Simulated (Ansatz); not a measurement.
The system is La2O3.

```
La O
1.0
     6.37027    0.00000    0.00000
    -3.18514    5.51682    0.00000
     0.00000    0.00000    3.28989
La O
2 3
Cartesian
  3.1851 1.8389 1.6387
  0.0000 3.6779 1.6512
  3.2145 0.0000 0.0000
  -1.6072 2.7838 0.0000
  1.5779 2.7330 0.0000
```

The cell comes from a database or a generator and needn't be the stable form of this composition.

Base run:

* Program: Ansatz 0.2.0
* Functional: PBE0
* Potentials or basis: Ansatz PAW
* Cutoff: 420 eV (not typed: the program's choice for these potentials)
* k mesh: 4 × 4 × 6
* Occupations: fermi-dirac, width 0.05 eV
* Spin: no spin polarisation

Its results: band gap on the k mesh 3.60 eV, indirect (least direct gap 4.04 eV); pressure -1.8 GPa; largest force 0.044 eV/Å.

**Question.** The run is repeated on the same cell with these changes: functional from PBE0 to HSE06. What comes out?

**Answer.** Band gap on the k mesh 2.86 eV, indirect (least direct gap 3.29 eV); pressure -1.9 GPa; largest force 0.044 eV/Å.

Caveats: the magnetic or orbital state may not be the lowest; spin-orbit coupling is left out, which moves the levels of the heavy elements; the PAW data sets come from PBE, with cores solved anew for the run's functional, which leaves a small shift of forces and pressure; the thresholds are loose for stress.
